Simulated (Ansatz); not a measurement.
A run of Ansatz 0.2.0 is set up as follows.

The input input.yaml:

```yaml
crystal:
  lattice:
    - [0.0, 2.115, 2.115]
    - [2.115, 0.0, 2.115]
    - [2.115, 2.115, 0.0]
  atoms:
    - { symbol: Nb, position: [0.0, 0.0, 0.0] }
hamiltonian:
  xc: pbe
  pseudopotentials: { kind: paw }
kpoints:
  mp_grid: { grid: [11, 11, 11] }
scf:
  occupations: { method: gaussian, width: 0.027 }
output:
  forces: true
  stress: true
  eigenvalues: true
```

Potentials or basis: Ansatz PAW.

Launch:

```console
$ ansatz run input.yaml --threads 2 --pin off --max-ram 5632MiB --backend cpu --events-out ev --progress --plain --runs-dir out
```

(1) Predict the pressure.

(2) Estimate the band gap on the k mesh.

Answers

(1) -1.9 GPa.

(2) none (metal or under the smearing width).
